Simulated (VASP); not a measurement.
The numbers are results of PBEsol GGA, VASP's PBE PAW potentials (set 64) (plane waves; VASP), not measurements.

A VASP calculation is set up with these files.

INCAR:
```
SIGMA  =  0.05   # width (eV)
GGA  =  PS
PREC  =  Accurate
NELM  =  100   # most electronic steps
LMAXMIX  =  4   # l cut-off of mixed one-centre charges
LCHARG  =  F
EDIFF  =  1E-7   # SCF stop (eV)
LWAVE  =  F
ALGO  =  Normal   # blocked Davidson
ENCUT  =  520   # plane-wave cut-off (eV)
LREAL  =  F   # projection in real space or not
ISMEAR  =  0
LASPH  =  T
ISIF  =  2   # forces and stress, cell fixed
SYSTEM  =  CsPbI3
```

**POSCAR**
```
CsPbI3
12.660110
  0.4999999991   0.0000000000   0.0000000000
  0.0000000000   0.4999999991   0.0000000000
  0.0000000000   0.0000000000   0.4999999991
Cs Pb I
1 1 3
direct
  0.0000000000   0.0000000000   0.0000000000
  0.5000000000   0.5000000000   0.5000000000
  0.5000000000   0.0000000000   0.5000000000
  0.0000000000   0.5000000000   0.5000000000
  0.5000000000   0.5000000000   0.0000000000
```

KPOINTS:
```
Automatic
0
Gamma
  4 4 4
0 0 0
```

POTCAR, in this order: Cs_sv Pb_d I (PBE.64 set). Program: vasp_std.

Output

### OSZICAR
```
       N       E                     dE             d eps       ncg     rms          rms(c)
DAV:   1     0.368162363548E+03    0.36816E+03   -0.17612E+04   520   0.143E+03
DAV:   2     0.279432849398E+02   -0.34022E+03   -0.33390E+03   634   0.304E+02
DAV:   3    -0.133597486049E+02   -0.41303E+02   -0.40342E+02   640   0.115E+02
DAV:   4    -0.152945114503E+02   -0.19348E+01   -0.19321E+01   688   0.327E+01
DAV:   5    -0.153499327652E+02   -0.55421E-01   -0.55386E-01   706   0.424E+00    0.339E+00
DAV:   6    -0.150262478004E+02    0.32368E+00   -0.56569E-01   734   0.509E+00    0.221E+00
DAV:   7    -0.149857600754E+02    0.40488E-01   -0.35399E-01   704   0.294E+00    0.952E-01
DAV:   8    -0.149909064342E+02   -0.51464E-02   -0.48173E-02   608   0.186E+00    0.224E-01
DAV:   9    -0.149904428312E+02    0.46360E-03   -0.79698E-03   672   0.775E-01    0.943E-02
DAV:  10    -0.149905197449E+02   -0.76914E-04   -0.90094E-04   636   0.202E-01    0.452E-02
DAV:  11    -0.149905686276E+02   -0.48883E-04   -0.29761E-04   682   0.121E-01    0.277E-02
DAV:  12    -0.149905712739E+02   -0.26463E-05   -0.29144E-05   676   0.409E-02    0.218E-02
DAV:  13    -0.149905708361E+02    0.43781E-06   -0.23218E-06   618   0.116E-02    0.108E-02
DAV:  14    -0.149905706520E+02    0.18409E-06   -0.19176E-06   710   0.105E-02    0.153E-03
DAV:  15    -0.149905707340E+02   -0.81991E-07   -0.34220E-07   544   0.408E-03
   1 F= -.14990571E+02 E0= -.14990571E+02  d E =-.264191E-11
```

File OUTCAR:
```
------------------------ aborting loop because EDIFF is reached ----------------------------------------
  FORCE on cell =-STRESS in cart. coord.  units (eV):
  Direction    XX          YY          ZZ          XY          YZ          ZX
  --------------------------------------------------------------------------------------
  Total       -0.8441283     -0.8441283     -0.8441283      0.0000000      0.0000000      0.0000000
  in kB       -5.3320795     -5.3320795     -5.3320795      0.0000000      0.0000000      0.0000000
  external PRESSURE =      -5.3320795 kB  Pullay stress =       0.0000000 kB
  volume of cell :      253.64
      direct lattice vectors                 reciprocal lattice vectors
     6.330054989  0.000000000  0.000000000     0.157976511  0.000000000  0.000000000
     0.000000000  6.330054989  0.000000000     0.000000000  0.157976511  0.000000000
     0.000000000  0.000000000  6.330054989     0.000000000  0.000000000  0.157976511
 POSITION                                       TOTAL-FORCE (eV/Angst)
 -----------------------------------------------------------------------------------
      0.00000      0.00000      0.00000         0.000000      0.000000      0.000000
      3.16503      3.16503      3.16503         0.000000      0.000000      0.000000
      3.16503      0.00000      3.16503         0.000000      0.000000      0.000000
      0.00000      3.16503      3.16503         0.000000      0.000000      0.000000
      3.16503      3.16503      0.00000         0.000000      0.000000      0.000000
 -----------------------------------------------------------------------------------
    total drift:                                0.000000     -0.000000     -0.000000
  FREE ENERGIE OF THE ION-ELECTRON SYSTEM (eV)
  ---------------------------------------------------
  free  energy   TOTEN  =       -14.9905707340 eV

  energy  without entropy=      -14.9905707340  energy(sigma->0) =      -14.99057073
```
(Selected blocks of OUTCAR.)

The compound is CsPbI3 in the cubic perovskite structure, the ideal cubic form; the compound distorts at low or room temperature. This cell is one point of a volume scan, at 1.06 of the reference volume.
